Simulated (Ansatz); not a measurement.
Pd: relaxation of cell and atoms with RPBE+D3(BJ)

Crystal: Pd.

```
Pd
1.0
     0.00000    1.94650    1.94650
     1.94650    0.00000    1.94650
     1.94650    1.94650    0.00000
Pd
1
Cartesian
  0.0000 0.0000 0.0000
```

| Item | Value |
| --- | --- |
| Program | Ansatz 0.2.0 |
| Task | relaxation of cell and atoms |
| Functional | RPBE |
| Dispersion | D3(BJ) |
| Potentials or basis | Ansatz PAW |
| Cutoff | 420 eV (not typed: the program's choice for these potentials) |
| k mesh | 12 × 12 × 12 |
| Occupations | fermi-dirac, width 0.05 eV |
| Spin | no spin polarisation |

```yaml
Relaxed_volume: 12.93 Å³/atom
Relaxed_cell: a = 2.634 Å, b = 2.634 Å, c = 2.634 Å, α = 60.00°, β = 60.00°, γ = 60.00°
Space_group_after_relaxing_to_0.05_Å: Fm-3m (No. 225)
Energy_gained_by_relaxing: 195.3 meV/atom
Ionic_steps: 8
Pressure_after_relaxing: 0.0 GPa
```

Step by step:
```tsv
step	energy change (eV)	largest force (eV/Å)	volume (Å³)
1	0.0000	0.0000	14.75
2	-0.1932	0.0000	12.70
3	-0.1967	0.0000	12.99
4	-0.1971	0.0000	12.92
5	-0.1971	0.0000	12.92
6	-0.1953	0.0000	12.92
7	-0.1953	0.0000	12.93
8	-0.1953	0.0000	12.93
```

Final structure:
```
CELL_PARAMETERS angstrom
0.00000 1.86276 1.86276
1.86276 0.00000 1.86276
1.86276 1.86276 0.00000
ATOMIC_POSITIONS crystal
Pd 0.00000 0.00000 0.00000
```

Run time: 2.5 s on 2 threads of Arm Neoverse V2, on a shared host, peak memory 0.27 GiB.

Caveat: the plane-wave basis is chosen anew once the cell has moved, so the energies of steps on either side of that aren't comparable; the volume moved by -12 % from the deposited cell, more than functionals usually miss; the PAW data sets come from PBE, with cores solved anew for the run's functional, which leaves a small shift of forces and pressure.
